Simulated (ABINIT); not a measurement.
Set up this calculation in ABINIT 10.8.3 (patched build), as the native input.

```
Task                                            : single point
Functional                                      : PBE
Potentials or basis                             : JTH PAW PBE v2.0
Cutoff                                          : 408 eV
k mesh                                          : 14 × 14 × 14
Occupations                                     : fermi-dirac, width 0.05 eV
Spin                                            : no spin polarisation
Fine-grid cutoff                                : 816.342 eV
Exchange and correlation inside the PAW spheres : full angular mesh (pawxcdev 0, this build's default; the released program takes 1)
```

Li:

```xyz
1
Lattice="-1.7547 1.7547 1.7547 1.7547 -1.7547 1.7547 1.7547 1.7547 -1.7547" Properties=species:S:1:pos:R:3 pbc="T T T"
Li    0.0000    0.0000    0.0000
```

One way to write it, as run:

run.abi

```
# Pseudopotentials
pp_dirpath "./"
pseudos "Li.GGA_PBE-JTH.xml"

# Structure
acell 3*1.0 Angstrom
rprim
    -1.7546500000     1.7546500000     1.7546500000
     1.7546500000    -1.7546500000     1.7546500000
     1.7546500000     1.7546500000    -1.7546500000
ntypat 1
znucl 3
natom 1
typat 1
xcart
     0.0000000000     0.0000000000     0.0000000000

# Plane-wave basis
ecut 15.0
pawecutdg 30.0

# k points
kptopt 1
ngkpt 14 14 14
nshiftk 1
shiftk 0.0 0.0 0.0

# Exchange and correlation
ixc 11

# Bands and occupations
nband 6
occopt 3
tsmear 0.05 eV

# SCF cycle
nstep 100
tolvrs 1.0e-9

# Output
iomode 3
prtwf 0
prteig 0
prtebands 0
prtden 1
prtvha 1
prtvclmb 1
prtpot 1
```

Potentials or basis: JTH PAW PBE v2.0.

The run is started by

```sh
$ abinit run.abi > log 2>&1
```

It gave:

The pressure is -0.8 GPa and the band gap on the k mesh is none (metal or under the smearing width). The valence electrons inside the program's atomic spheres are Li 2.05 (radii [0.8481] Å).

Wall time 5.1 s on 1 thread of Arm Neoverse V1 (shared host), peak memory 0.15 GiB.
